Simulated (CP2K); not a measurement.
# Hf (P6_3/mmc) in CP2K: further runs

Runs on Hf. Level: PBE. Tasks: band structure.

Program: CP2K 2026.2. These are calculated values, not measurements. Logs are shortened: lines on timing, memory, paths and dates and some standing lists are left out, and cuts for length are marked.

## 1. Starting point

The structure is hexagonal, space group P6_3/mmc (No. 194). Conventional cell: a = 3.197 Å, b = 3.197 Å, c = 5.058 Å, α = 90.00°, β = 90.00°, γ = 120.00°. Around Hf (site symmetry -6m2) lie 12 Hf at 3.13 to 3.20 Å.

## 2. Band structure, PBE

The input, hf_bands.inp:

```
&GLOBAL
  PROJECT hf_bands
  RUN_TYPE ENERGY_FORCE
  PRINT_LEVEL LOW
&END GLOBAL
&FORCE_EVAL
  METHOD QS
  STRESS_TENSOR ANALYTICAL
  &DFT
    BASIS_SET_FILE_NAME BASIS_MOLOPT_UZH
    POTENTIAL_FILE_NAME POTENTIAL_UZH
    &MGRID
      CUTOFF 500
      REL_CUTOFF 60
      NGRIDS 4
    &END MGRID
    &QS
      METHOD GPW
      EPS_DEFAULT 1.0E-9
    &END QS
    &KPOINTS
      SCHEME MONKHORST-PACK 10 10 5
      GAMMA_CENTERED T
      SYMMETRY T
      SYMMETRY_BACKEND SPGLIB
    &END KPOINTS
    &SCF
      SCF_GUESS ATOMIC
      EPS_SCF 1.0E-6
      MAX_SCF 100
      ADDED_MOS 16
      CHOLESKY OFF
      EPS_EIGVAL 1.0E-7
      &DIAGONALIZATION ON
        ALGORITHM STANDARD
      &END DIAGONALIZATION
      &MIXING ON
        METHOD BROYDEN_MIXING
        ALPHA 0.4
        BETA 1.5
        NBUFFER 8
      &END MIXING
      &SMEAR ON
        METHOD FERMI_DIRAC
        ELECTRONIC_TEMPERATURE 580.23
      &END SMEAR
    &END SCF
    &XC
      &XC_FUNCTIONAL
        &GGA_X_PBE
        &END GGA_X_PBE
        &GGA_C_PBE
        &END GGA_C_PBE
      &END XC_FUNCTIONAL
    &END XC
    &PRINT
      &KPOINTS ON
      &END KPOINTS
      &MULLIKEN ON
      &END MULLIKEN
      &MO ON
        ENERGIES T
        OCCUPATION_NUMBERS T
        &EACH
          QS_SCF 0
        &END EACH
        ADD_LAST NUMERIC
      &END MO
      &BAND_STRUCTURE
        FILE_NAME bands.bs
        ADDED_MOS 2
        &KPOINT_SET
          UNITS B_VECTOR
          NPOINTS 10
          SPECIAL_POINT GAMMA 0.00000000 0.00000000 0.00000000
          SPECIAL_POINT M 0.50000000 0.00000000 0.00000000
          SPECIAL_POINT K 0.33333333 0.33333333 0.00000000
          SPECIAL_POINT GAMMA 0.00000000 0.00000000 0.00000000
          SPECIAL_POINT A 0.00000000 0.00000000 0.50000000
          SPECIAL_POINT L 0.50000000 0.00000000 0.50000000
          SPECIAL_POINT H 0.33333333 0.33333333 0.50000000
          SPECIAL_POINT A 0.00000000 0.00000000 0.50000000
        &END KPOINT_SET
        &KPOINT_SET
          UNITS B_VECTOR
          NPOINTS 10
          SPECIAL_POINT L 0.50000000 0.00000000 0.50000000
          SPECIAL_POINT M 0.50000000 0.00000000 0.00000000
        &END KPOINT_SET
        &KPOINT_SET
          UNITS B_VECTOR
          NPOINTS 10
          SPECIAL_POINT K 0.33333333 0.33333333 0.00000000
          SPECIAL_POINT H 0.33333333 0.33333333 0.50000000
        &END KPOINT_SET
      &END BAND_STRUCTURE
    &END PRINT
  &END DFT
  &SUBSYS
    &CELL
      ABC 3.1967000000 3.1967000000 5.0578000000
      ALPHA_BETA_GAMMA 90.0000000000 90.0000000000 119.9999999998
      PERIODIC XYZ
    &END CELL
    &COORD
      SCALED
      Hf  0.6666666667 0.3333333333 0.7500000000
      Hf  0.3333333333 0.6666666667 0.2500000000
    &END COORD
    &KIND Hf
      BASIS_SET DZVP-MOLOPT-PBE-GTH-q12
      POTENTIAL GTH-PBE-q12
    &END KIND
    &PRINT
      &ATOMIC_COORDINATES ON
      &END ATOMIC_COORDINATES
      &CELL ON
      &END CELL
    &END PRINT
  &END SUBSYS
  &PRINT
    &FORCES ON
    &END FORCES
    &STRESS_TENSOR ON
    &END STRESS_TENSOR
  &END PRINT
&END FORCE_EVAL
```

Potentials or basis: POTENTIAL_UZH Hf GTH-PBE-q12; DZVP-MOLOPT-PBE-GTH basis.

On the command line:

```bash
> OMP_NUM_THREADS=1 cp2k.psmp -i hf_bands.inp -o hf_bands.out
```

hf_bands.out:

```text

 CP2K| version string:                                       CP2K version 2026.2
 CP2K| Input file name                                              hf_bands.inp

 GLOBAL| Force Environment number                                              1
 GLOBAL| Basis set file name                                    BASIS_MOLOPT_UZH
 GLOBAL| Potential file name                                       POTENTIAL_UZH
 GLOBAL| MM Potential file name                                     MM_POTENTIAL
 GLOBAL| Coordinate file name                                      __STD_INPUT__
 GLOBAL| Method name                                                        CP2K
 GLOBAL| Project name                                                   hf_bands
 GLOBAL| Run type                                                   ENERGY_FORCE
 GLOBAL| FFT library                                                       FFTW3
[... 6 lines left out ...]
 GLOBAL| Total number of message passing processes                             1
 GLOBAL| Number of threads for this process                                    1
 GLOBAL| CPU model name                                 Intel(R) Xeon(R) 6975P-C

 CELL| Volume [angstrom^3]:                                            44.760615
 CELL| Vector a [angstrom]:       3.197     0.000     0.000   |a| =     3.196700
 CELL| Vector b [angstrom]:      -1.598     2.768     0.000   |b| =     3.196700
 CELL| Vector c [angstrom]:       0.000     0.000     5.058   |c| =     5.057800
 CELL| Angle (b,c), alpha [degree]:                                    90.000000
 CELL| Angle (a,c), beta  [degree]:                                    90.000000
 CELL| Angle (a,b), gamma [degree]:                                   120.000000
 CELL| Numerically orthorhombic:                                              NO
 CELL| Periodicity                                                           XYZ

 CELL_REF| Volume [angstrom^3]:                                        44.760615
 CELL_REF| Vector a [angstrom     3.197     0.000     0.000   |a| =     3.196700
 CELL_REF| Vector b [angstrom    -1.598     2.768     0.000   |b| =     3.196700
 CELL_REF| Vector c [angstrom     0.000     0.000     5.058   |c| =     5.057800
 CELL_REF| Angle (b,c), alpha [degree]:                                90.000000
 CELL_REF| Angle (a,c), beta  [degree]:                                90.000000
 CELL_REF| Angle (a,b), gamma [degree]:                               120.000000
 CELL_REF| Numerically orthorhombic:                                          NO
 CELL_REF| Periodicity                                                       XYZ
[... 9 lines left out ...]
 TOTAL NUMBERS AND MAXIMUM NUMBERS

  Total number of            - Atomic kinds:                                   1
                             - Atoms:                                          2
                             - Shell sets:                                     2
                             - Shells:                                        16
                             - Primitive Cartesian functions:                 10
                             - Cartesian basis functions:                     62
                             - Spherical basis functions:                     52

  Maximum angular momentum of- Orbital basis functions:                        3
                             - Local part of the GTH pseudopotential:          2
                             - Non-local part of the GTH pseudopotential:      4

 MODULE QUICKSTEP: ATOMIC COORDINATES IN ANGSTROM

   Atom Kind Element         X             Y             Z       Z(eff)     Mass
      1    1 Hf   72      1.598350      0.922808      3.793350  12.0000 178.4900
      2    1 Hf   72     -0.000000      1.845616      1.264450  12.0000 178.4900

 SCF PARAMETERS         Density guess:                                    ATOMIC
[... 9 lines left out ...]
                        --------------------------------------------------------
                        level_shift [a.u.]:                             0.000000
                        added MOs                                        16    0
                        --------------------------------------------------------
                        Mixing method:                            BROYDEN_MIXING
[... 11 lines left out ...]
 *******************************************************************************
 BRILLOUIN| K-point scheme                                        Monkhorst-Pack
 BRILLOUIN| K-Point grid                                            10   10    5
 BRILLOUIN| Gamma-centered k-point mesh                                     ON
 BRILLOUIN| K-point symmetry accuracy                               0.100000E-05
 BRILLOUIN| K-Point point group symmetrization                                ON
 BRILLOUIN| Symmetry backend                                             SPGLIB
 BRILLOUIN| Symmetry reduction method                                    SPGLIB
 BRILLOUIN| Wavefunction type                                            COMPLEX
 BRILLOUIN| List of Kpoints [2 Pi/Bohr]                                       42
 BRILLOUIN| Number           Weight            X              Y              Z
 BRILLOUIN|     1           0.02400       -0.40000       -0.40000       -0.40000
 BRILLOUIN|     2           0.02400       -0.40000       -0.40000       -0.20000
 BRILLOUIN|     3           0.01200       -0.40000       -0.40000        0.00000
 BRILLOUIN|     4           0.02400       -0.40000       -0.30000       -0.40000
 BRILLOUIN|     5           0.02400       -0.40000       -0.30000       -0.20000
 BRILLOUIN|     6           0.01200       -0.40000       -0.30000        0.00000
[... 32 lines left out ...]
 BRILLOUIN|    39           0.00200        0.00000        0.00000        0.00000
 BRILLOUIN|    40           0.01200        0.00000        0.50000       -0.40000
 [... further k-points ...]
 *******************************************************************************

 Extrapolation method: initial_guess

 Number of electrons:                                                         24
 Number of occupied orbitals:                                                 12
 Number of molecular orbitals:                                                28

 Number of orbital functions:                                                 52
 Number of independent orbital functions:                                     52

 SCF WAVEFUNCTION OPTIMIZATION

  Step     Update method      Time    Convergence         Total energy    Change
  ------------------------------------------------------------------------------
     1 NoMix/Diag. 0.40E+00    2.1     2.47262546       -99.2551708930 -9.93E+01
     2 Broy./Diag. 0.40E+00    2.3     0.01352278       -99.2616420590 -6.47E-03
     3 Broy./Diag. 0.40E+00    2.4     0.04314418       -98.7989649549  4.63E-01
     4 Broy./Diag. 0.40E+00    2.2     0.00154283       -98.5712871795  2.28E-01
     5 Broy./Diag. 0.40E+00    2.1     0.00063609       -98.5727697498 -1.48E-03
     6 Broy./Diag. 0.40E+00    2.1     0.00015699       -98.5736839090 -9.14E-04
     7 Broy./Diag. 0.40E+00    2.1     0.00008760       -98.5757056270 -2.02E-03
     8 Broy./Diag. 0.40E+00    2.1     0.00000837       -98.5760931136 -3.87E-04
     9 Broy./Diag. 0.40E+00    2.4     0.00000388       -98.5760607394  3.24E-05
    10 Broy./Diag. 0.40E+00    2.2     0.00000196       -98.5760233282  3.74E-05
    11 Broy./Diag. 0.40E+00    2.2     0.00000026       -98.5760181503  5.18E-06

  *** SCF run converged in    11 steps ***

  Electronic density on regular grids:        -23.9999999774        0.0000000226
  Core density on regular grids:               23.9999999713       -0.0000000287
  Total charge density on r-space grids:       -0.0000000062
  Total charge density g-space grids:          -0.0000000062

  Overlap energy of the core charge distribution:               0.00000000001679
  Self energy of the core charge distribution:               -144.80688172598337
  Core Hamiltonian energy:                                     30.54534717841550
  Hartree energy:                                              27.81418468185377
  Exchange-correlation energy:                                -12.12824424534268
  Electronic entropic energy:                                  -0.00042403988354
  Fermi energy:                                                 0.38304505034094

  Total energy:                                               -98.57601815027685
  Total energy (extrapolated to T->0):                        -98.57580613033508

 MO| EIGENVALUES AND OCCUPATION NUMBERS FOR K POINT 1
 MO|
 MO|  Index      Eigenvalue [a.u.]        Eigenvalue [eV]             Occupation
 MO|      1              -1.858405             -50.569770               2.000000
 MO|      2              -1.858233             -50.565080               2.000000
 MO|      3              -0.752209             -20.468659               2.000000
 MO|      4              -0.750836             -20.431284               2.000000
 MO|      5              -0.741051             -20.165019               2.000000
 MO|      6              -0.738310             -20.090432               2.000000
[... 462 lines left out ...]
 MO|     27               1.053950              28.679437               0.000000
 MO|     28               1.166291              31.736390               0.000000
 MO| Sum:                                                              24.000128
 MO| E(Fermi):            0.383045 a.u.         10.423186 eV

 [... the levels of further k-points ...]

 !-----------------------------------------------------------------------------!
                     Mulliken Population Analysis

 #  Atom  Element  Kind  Atomic population                           Net charge
       1     Hf       1         12.000000                             -0.000000
       2     Hf       1         12.000000                              0.000000
 # Total charge                             24.000000                 -0.000000

 !-----------------------------------------------------------------------------!

 KPOINTS| Band Structure Calculation
 KPOINTS| Number of k-point sets                                               3
 KPOINTS| Number of added MOs/bands                                            2
 KPOINTS| Number of k-points in set    1                                      71
 KPOINTS| In units of b-vector [2pi/Bohr]
 KPOINTS| Special point     1       GAMMA     0.000000     0.000000     0.000000
 KPOINTS| Special point     2           M     0.500000     0.000000     0.000000
 KPOINTS| Special point     3           K     0.333333     0.333333     0.000000
 KPOINTS| Special point     4       GAMMA     0.000000     0.000000     0.000000
 KPOINTS| Special point     5           A     0.000000     0.000000     0.500000
 KPOINTS| Special point     6           L     0.500000     0.000000     0.500000
 KPOINTS| Special point     7           H     0.333333     0.333333     0.500000
 KPOINTS| Special point     8           A     0.000000     0.000000     0.500000
 KPOINTS| Number of k-points in set    2                                      11
 KPOINTS| In units of b-vector [2pi/Bohr]
 KPOINTS| Special point     1           L     0.500000     0.000000     0.500000
 KPOINTS| Special point     2           M     0.500000     0.000000     0.000000
 KPOINTS| Number of k-points in set    3                                      11
 KPOINTS| In units of b-vector [2pi/Bohr]
 KPOINTS| Special point     1           K     0.333333     0.333333     0.000000
 KPOINTS| Special point     2           H     0.333333     0.333333     0.500000

 ENERGY| Total FORCE_EVAL ( QS ) energy [hartree]            -98.576024412781095

 FORCES| Atomic forces [hartree/bohr]
 FORCES|   Atom     x               y               z               |f|
 FORCES|      1 -2.06704346E-07  1.11088868E-07 -1.60470104E-09   2.34669977E-07
 FORCES|      2  2.06705346E-07 -1.11091240E-07  1.59683498E-09   2.34671928E-07
 FORCES| Sum     1.00065619E-12 -2.37184009E-12 -7.86605575E-12
 FORCES| Total atomic force                                       8.27657968E-12

 STRESS| Analytical stress tensor [bar]
 STRESS|                        x                   y                   z
 STRESS|      x        1.08003940985E+04   1.45278018082E-01  -2.11026117120E-08
 STRESS|      y        1.45278018082E-01   1.08024841185E+04  -4.11384327738E-07
 STRESS|      z       -2.11026117120E-08  -4.11384327738E-07   7.85112730225E+03
 STRESS| 1/3 Trace                                             9.81800183972E+03
 STRESS| Determinant                                           9.15999546326E+11

 STRESS| Eigenvectors and eigenvalues of the analytical stress tensor [bar]
 STRESS|                        1                   2                   3
 STRESS| Eigenvalues   7.85112730225E+03   1.08003840485E+04   1.08024941685E+04
 STRESS|      x           0.000000000007      0.997615776680      0.069012767803
 STRESS|      y           0.000000000139     -0.069012767803      0.997615776680
 STRESS|      z           1.000000000000      0.000000000002     -0.000000000140
```

Wall time 32 s (1 thread of Intel Xeon 6975P-C (Granite Rapids), shared host); peak memory 0.35 GiB.

What came out:

| Quantity | Value |
| --- | --- |
| Free energy | -2682.3900 eV |
| Pressure | 1.0 GPa |
| Band gap on the k mesh | none (metal or under the smearing width) |

Stress tensor (GPa, compression positive):
```
1.08 0.00 0.00
0.00 1.08 0.00
0.00 0.00 0.79
```

Levels at the corners of the path, in eV from the Fermi level:
```csv
point,band 9,band 10,band 11,band 12,band 13,band 14,band 15,band 16
Γ,-7.30,-3.67,0.57,1.23,1.23,1.50,2.05,2.05
M,-3.31,-2.73,-2.23,-0.84,0.84,0.87,1.70,6.00
K,-2.12,-1.79,-1.79,-1.47,0.38,0.38,2.06,5.29
Γ,-7.30,-3.67,0.57,1.23,1.23,1.50,2.05,2.05
A,-5.34,-5.34,0.16,0.16,1.12,1.12,1.12,1.12
L,-3.38,-3.38,-0.97,-0.97,1.13,1.13,2.69,2.69
H,-1.73,-1.73,-1.48,-1.48,-0.22,-0.22,2.56,2.56
A,-5.34,-5.34,0.16,0.16,1.12,1.12,1.12,1.12
L,-3.38,-3.38,-0.97,-0.97,1.13,1.13,2.69,2.69
M,-3.31,-2.73,-2.23,-0.84,0.84,0.87,1.70,6.00
K,-2.12,-1.79,-1.79,-1.47,0.38,0.38,2.06,5.29
H,-1.73,-1.73,-1.48,-1.48,-0.22,-0.22,2.56,2.56
```

Caveat: spin-orbit coupling is left out, which moves the levels of the heavy elements; the basis of atomic orbitals isn't converged, which shifts pressures, moduli and gaps.

[end of part 1 of 3]
